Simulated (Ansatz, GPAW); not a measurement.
## A script for RbCl (PBE in single-zeta orbitals)

These are simulated results from GPAW 26.7.0, not measurements. The cell was built from a prototype and was relaxed with r2SCAN in plane waves (Ansatz 0.2.0). Not every such cell is a known phase. All runs are without spin polarisation.

Space group Fm-3m (No. 225), cubic; conventional cell a = 6.612 Å, 36.13 Å³ an atom. Rb has 6 Cl at 3.31 Å; Cl has 6 Rb at 3.31 Å.

The basis is minimal: single zeta, one radial function for each shell that the log's basis lists. It describes the filled bands fairly and the empty ones poorly.

The script, run.py:

```python
import json
from ase import Atoms
from gpaw import GPAW, PW, FermiDirac

atoms = Atoms(['Rb', 'Cl'],
              cell=[[-0.0, 3.305813, 3.305813], [3.305813, -0.0, 3.305813], [3.305813, 3.305813, 0.0]],
              scaled_positions=[[0.0, -0.0, -0.0], [0.5, 0.5, 0.5]],
              pbc=True)
calc = GPAW(mode='lcao', basis='sz(dzp)', h=0.2, xc='PBE', kpts={'size': (4, 4, 4), 'gamma': True},
            occupations=FermiDirac(0.02), maxiter=100, legacy_gpaw=True, txt='gpaw.txt')
atoms.calc = calc
res = {'energy': atoms.get_potential_energy(force_consistent=True)}
res['electrons'] = calc.get_number_of_electrons()
res['k'] = calc.get_ibz_k_points().tolist()
res['levels'] = [calc.get_eigenvalues(kpt=i).tolist() for i in range(len(res['k']))]
points = [[0.0, 0.0, 0.0], [0.5, 0.0, 0.5], [0.625, 0.25, 0.625], [0.375, 0.375, 0.75], [0.5, 0.5, 0.5], [0.5, 0.25, 0.75]]
bands = calc.fixed_density(kpts=points, symmetry='off', txt='bands.txt')
res['points'] = [bands.get_eigenvalues(kpt=i).tolist() for i in range(len(points))]
json.dump(res, open('results.json', 'w'))
print('free energy (eV):', round(res['energy'], 5))
```

Command: `python run.py`. It took 11 s on 1 thread of Arm Neoverse V2, with other jobs on the host, peak memory 0.16 GiB.

The log gpaw.txt, trimmed of paths, versions and times, then the last line on the terminal. An iter line gives the energy in eV and the logarithms of the changes of orbitals (plane waves alone) and density (c: converged):

```
___ ___ ___ _ _ _
 |   |   |_  | | | |

 | | | | | . | | | |

 |__ |  _|___|_____|  26.7.0
 |___|_|

Input parameters:
  basis: sz(dzp)
  h: 0.2
  kpts: {gamma: True,
         size: (4, 4, 4)}
  maxiter: 100
  mode: lcao
  occupations: {fixmagmom: False,
                name: fermi-dirac,
                width: 0.02}
  xc: PBE

System changes: positions, numbers, cell, pbc, initial_charges, initial_magmoms

Initialize ...

species:
  Rb:
    name:    Rubidium
    Z:       37.0
    valence: 9
    core:    28
    charge:  0.0  # [|e|]
    compensation charges:
      type: gauss
      rc: 0.38  # [Å]
      lmax: 2
    cutoffs:
      filter: 2.43  # [Å]
      core: 1.99  # [Å]
    projectors
    | kind |    occ | energy [eV] | rcut [Å] |

    |------|--------|-------------|----------|

    |   4s |  2.000 |     -31.879 |    1.376 |

    |   5s |  1.000 |      -2.231 |    1.376 |

    |   4p |  6.000 |     -15.966 |    1.270 |

    |    p |        |      11.245 |    1.270 |

    |    d |        |       0.000 |    1.217 |

    LCAO basis set for Rb:
      Name: sz(dzp)
      Number of radial functions: 4
      Number of spherical harmonics: 8
        l=0, rc=4.6094 Bohr: 4s-sz confined orbital
        l=0, rc=13.4375 Bohr: 5s-sz confined orbital
        l=1, rc=5.6094 Bohr: 4p-sz confined orbital
        l=1, rc=16.0000 Bohr: 5p-sz confined orbital
      Number of RI-basis functions 0

  Cl:
    name:    Chlorine
    Z:       17.0
    valence: 7
    core:    10
    charge:  0.0  # [|e|]
    compensation charges:
      type: gauss
      rc: 0.25  # [Å]
      lmax: 2
    cutoffs:
      filter: 1.40  # [Å]
      core: 1.49  # [Å]
    projectors
    | kind |    occ | energy [eV] | rcut [Å] |

    |------|--------|-------------|----------|

    |   3s |  2.000 |     -20.689 |    0.794 |

    |   3p |  5.000 |      -8.594 |    0.794 |

    |    s |        |       6.523 |    0.794 |

    |    p |        |      18.617 |    0.794 |

    |    d |        |       0.000 |    0.794 |

    LCAO basis set for Cl:
      Name: sz(dzp)
      Number of radial functions: 2
      Number of spherical harmonics: 4
        l=0, rc=5.1719 Bohr: 3s-sz confined orbital
        l=1, rc=6.2656 Bohr: 3p-sz confined orbital
      Number of RI-basis functions 0

Reference energy: -93658.301819  # eV

Spin-paired calculation

Convergence criteria:
 Maximum [total energy] change in last 3 cyles: 0.0005 eV / valence electron
 Maximum integral of absolute [dens]ity change: 0.0001 electrons / valence electron
 Maximum integral of absolute [eigenst]ate change: 4e-08 eV^2 / valence electron
 Maximum number of scf [iter]ations: 100
 (Square brackets indicate name in SCF output, whereas a 'c' in
 the SCF output indicates the quantity has converged.)

Symmetries present (total): 48

  ( 1  0  0)  ( 1  0  0)  ( 1  0  0)  ( 1  0  0)  ( 1  0 -1)  ( 1  0 -1)
  ( 1  0 -1)  ( 1 -1  0)  ( 0  1  0)  ( 0  0  1)  ( 1  0  0)  ( 1 -1  0)
  ( 1 -1  0)  ( 1  0 -1)  ( 0  0  1)  ( 0  1  0)  ( 1 -1  0)  ( 1  0  0)

  ( 1  0 -1)  ( 1  0 -1)  ( 1 -1  0)  ( 1 -1  0)  ( 1 -1  0)  ( 1 -1  0)
  ( 0  1 -1)  ( 0  0 -1)  ( 1  0  0)  ( 1  0 -1)  ( 0 -1  1)  ( 0 -1  0)
  ( 0  0 -1)  ( 0  1 -1)  ( 1  0 -1)  ( 1  0  0)  ( 0 -1  0)  ( 0 -1  1)

  ( 0  1  0)  ( 0  1  0)  ( 0  1  0)  ( 0  1  0)  ( 0  1 -1)  ( 0  1 -1)
  ( 1  0  0)  ( 0  1 -1)  ( 0  0  1)  (-1  1  0)  ( 1  0 -1)  ( 0  1  0)
  ( 0  0  1)  (-1  1  0)  ( 1  0  0)  ( 0  1 -1)  ( 0  0 -1)  (-1  1  0)

  ( 0  1 -1)  ( 0  1 -1)  ( 0  0  1)  ( 0  0  1)  ( 0  0  1)  ( 0  0  1)
  ( 0  0 -1)  (-1  1  0)  ( 1  0  0)  ( 0  1  0)  ( 0 -1  1)  (-1  0  1)
  ( 1  0 -1)  ( 0  1  0)  ( 0  1  0)  ( 1  0  0)  (-1  0  1)  ( 0 -1  1)

  ( 0  0 -1)  ( 0  0 -1)  ( 0  0 -1)  ( 0  0 -1)  ( 0 -1  1)  ( 0 -1  1)
  ( 1  0 -1)  ( 0  1 -1)  ( 0 -1  0)  (-1  0  0)  ( 1 -1  0)  ( 0  0  1)
  ( 0  1 -1)  ( 1  0 -1)  (-1  0  0)  ( 0 -1  0)  ( 0 -1  0)  (-1  0  1)

  ( 0 -1  1)  ( 0 -1  1)  ( 0 -1  0)  ( 0 -1  0)  ( 0 -1  0)  ( 0 -1  0)
  ( 0 -1  0)  (-1  0  1)  ( 1 -1  0)  ( 0  0 -1)  ( 0 -1  1)  (-1  0  0)
  ( 1 -1  0)  ( 0  0  1)  ( 0 -1  1)  (-1  0  0)  ( 1 -1  0)  ( 0  0 -1)

  (-1  1  0)  (-1  1  0)  (-1  1  0)  (-1  1  0)  (-1  0  1)  (-1  0  1)
  ( 0  1  0)  ( 0  1 -1)  (-1  0  1)  (-1  0  0)  ( 0  0  1)  ( 0 -1  1)
  ( 0  1 -1)  ( 0  1  0)  (-1  0  0)  (-1  0  1)  ( 0 -1  1)  ( 0  0  1)

  (-1  0  1)  (-1  0  1)  (-1  0  0)  (-1  0  0)  (-1  0  0)  (-1  0  0)
  (-1  1  0)  (-1  0  0)  ( 0  0 -1)  ( 0 -1  0)  (-1  1  0)  (-1  0  1)
  (-1  0  0)  (-1  1  0)  ( 0 -1  0)  ( 0  0 -1)  (-1  0  1)  (-1  1  0)

64 k-points: 4 x 4 x 4 Monkhorst-Pack grid + [1/8,1/8,1/8]
8 k-points in the irreducible part of the Brillouin zone
       k-points in crystal coordinates                weights
   0:     0.00000000    0.00000000    0.00000000          1/64
   1:     0.25000000    0.25000000    0.00000000          6/64
   2:     0.25000000    0.25000000    0.25000000          8/64
   3:     0.50000000    0.25000000   -0.25000000          6/64
   4:     0.50000000    0.25000000    0.25000000         12/64
   5:     0.50000000    0.50000000    0.00000000          3/64
   6:     0.50000000    0.50000000    0.25000000         24/64
   7:     0.50000000    0.50000000    0.50000000          4/64

Wave functions: LCAO
  Diagonalizer: Serial LAPACK
  Atomic Correction: dense with blas
  Data-type: complex

Occupation numbers: Fermi-Dirac:
  width: 0.0200  # eV

Eigensolver
   LCAO using direct dense diagonalizer

Densities:
  Coarse grid: 20*20*20 grid
  Fine grid: 40*40*40 grid
  Total Charge: 0.000000

Density mixing:
  Method: separate
  Backend: msr1
  Linear mixing parameter: 0.05
  old densities: 10
  Width of damping distribution: 1.1
  Damping of long wavelength oscillations: 20

Hamiltonian:
  XC and Coulomb potentials evaluated on a 40*40*40 grid
  Using the PBE Exchange-Correlation functional
  Interpolation: tri-quintic (5. degree polynomial)
  Poisson solver: FastPoissonSolver using
    Stencil: 12*3+1=37 point O(h^6) finite-difference Laplacian
    FFT axes: [np.int64(0), np.int64(1), np.int64(2)]
    FST axes: []

XC parameters: PBE with 2 nearest neighbor stencil

Memory estimate:
  Process memory now: 111.86 MiB
  Calculator: 19.25 MiB
    Density: 9.17 MiB
      Arrays: 1.59 MiB
      Localized functions: 6.37 MiB
      Mixer: 1.22 MiB
    Hamiltonian: 1.52 MiB
      Arrays: 1.04 MiB
      XC: 0.00 MiB
      Poisson: 0.00 MiB
      vbar: 0.49 MiB
    Wavefunctions: 8.55 MiB
      C [qnM]: 0.01 MiB
      S, T [2 x qmm]: 0.04 MiB
      P [aqMi]: 0.00 MiB
      BasisFunctions: 8.50 MiB
      Eigensolver: 0.00 MiB

Total number of cores used: 1

Number of atoms: 2
Number of atomic orbitals: 12
Number of bands in calculation: 9
Number of valence electrons: 16
Bands to converge: occupied
Positions:
   0 Rb     0.000000    0.000000    0.000000    ( 0.0000,  0.0000,  0.0000)
   1 Cl     3.305813    3.305813    3.305813    ( 0.0000,  0.0000,  0.0000)

Unit cell:
           periodic     x           y           z      points  spacing
  1. axis:    yes   -0.000000    3.305813    3.305813    20     0.1909
  2. axis:    yes    3.305813   -0.000000    3.305813    20     0.1909
  3. axis:    yes    3.305813    3.305813    0.000000    20     0.1909

  Lengths:   4.675126   4.675126   4.675126
  Angles:   60.000000  60.000000  60.000000

Effective grid spacing dv^(1/3) = 0.2083

iter:   1    -5.994086        c
iter:   2    -5.938093        c -1.29
iter:   3    -5.677190        c -1.32
iter:   4    -5.678885        c -1.99
iter:   5    -5.680632c       c -2.20
iter:   6    -5.680579c       c -3.24
iter:   7    -5.680574c       c -3.65
iter:   8    -5.680574c       c -4.86c

Converged after 8 iterations.

Energy contributions relative to reference atoms: (reference = -93658.301819)

Kinetic:        +15.073820
Potential:      -13.159881
External:        +0.000000
XC:              -7.897276
Entropy (-ST):   -0.000000
Local:           +0.302762
SIC:             +0.000000
--------------------------
Free energy:     -5.680574
Extrapolated:    -5.680574

Showing only first 2 kpts
 Kpt  Band  Eigenvalues  Occupancy
  0     6      0.35917    2.00000
  0     7      0.36074    2.00000
  0     8      4.74488    0.00000

  1     6      0.26671    2.00000
  1     7      0.26764    2.00000
  1     8      6.30951    0.00000

Fermi level: 1.71897

Gap: 4.384 eV
Transition (v -> c):
  (s=0, k=0, n=7, [0.00, 0.00, 0.00]) -> (s=0, k=0, n=8, [0.00, 0.00, 0.00])
No difference between direct/indirect transitions

free energy (eV): -5.68057
```

The gap in the log is over the mesh alone; results.json adds the listed points. PBE in single-zeta orbitals gives a gap of 4.38 eV. On the same cell, plane-wave PBE (Ansatz, 6×6×6 k points and the special points) gives a gap of 4.96 eV and r2SCAN a gap of 5.56 eV; on shared hosts these took about 1.3 and 3.6 core-seconds on the 2-atom cell, against 11 for the script. Semilocal gaps usually lie below measured ones.
